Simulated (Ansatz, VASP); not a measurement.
One calculation of InSb, two programs

File INCAR:

```
ALGO = Normal
EDIFF = 1E-6
ENCUT = 520
GGA = PS
ISIF = 2
ISMEAR = -1
LASPH = T
LCHARG = T
LELF = T
LREAL = F
LVHAR = T
LWAVE = F
NBANDS = 16
NELM = 80
PREC = Accurate
SIGMA = 0.05
```

Contents of KPOINTS:

```
k-points
0
Gamma
  9 9 9
```

The input POSCAR:

```
InSb
1.0
    0.0000000000      3.2391000000      3.3038820000
    3.2391000000      0.0000000000      3.3038820000
    3.2391000000      3.2391000000      0.0000000000
In Sb
1 1
Direct
    0.0000000000      0.0000000000      0.0000000000
    0.7500000000      0.7500000000      0.7500000000
```

Input for Ansatz:

```yaml
crystal:
  lattice:
    - [0.0, 3.2391, 3.303882]
    - [3.2391, 0.0, 3.303882]
    - [3.2391, 3.2391, 0.0]
  atoms:
    - { symbol: In, position: [0.0, 0.0, 0.0] }
    - { symbol: Sb, position: [0.75, 0.75, 0.75] }
kpoints:
  mp_grid: { grid: [9, 9, 9] }
  band_path:
    path:
      - [0.0, 0.0, 0.0]
      - [0.5, 0.0, 0.5]
      - [0.75, 0.25, 0.5]
      - [0.5, 0.5, 0.5]
      - [0.0, 0.0, 0.0]
      - [0.5, 0.5, 0.0]
      - [0.6298539023, 0.6298539023, 0.2597078047]
      - [0.3701460977, 0.3701460977, 0.7402921953]
      - [0.0, 0.0, 0.0]
    npoints: 5
scf:
  occupations: { method: fermi_dirac, width: 0.05 }
hamiltonian:
  xc: pbesol
  pseudopotentials: { kind: all_electron, lapw: { basis_error: 0.00025 } }
output:
  forces: true
  stress: true
  eigenvalues: true
```

Change from the starting cell: zz strain of +2 %.

Alike in both runs: task single point; functional PBEsol; k mesh 9 × 9 × 9; occupations fermi-dirac, width 0.05 eV; no spin polarisation.

```csv
,VASP,Ansatz
version,VASP 6.6.1,Ansatz 0.2.0
potentials or method,"VASP PAW PBE potentials, release 64 (In_d, Sb)","all-electron LAPW, scalar-relativistic"
plane-wave cutoff (eV),520,see its input
```

```tsv
	VASP	Ansatz	Ansatz less VASP
pressure (GPa)	0.0	0.0	-0.01
largest component of the traceless stress (GPa)	0.38	0.38	0.000
```

Ansatz ran all-electron here, so the differences hold the error of VASP's frozen core and of both bases.

Caveats: the PAW data sets were made with another functional, which shifts forces and pressure a little (VASP). The runs have no spin-orbit coupling, so splittings on Sb are missing.
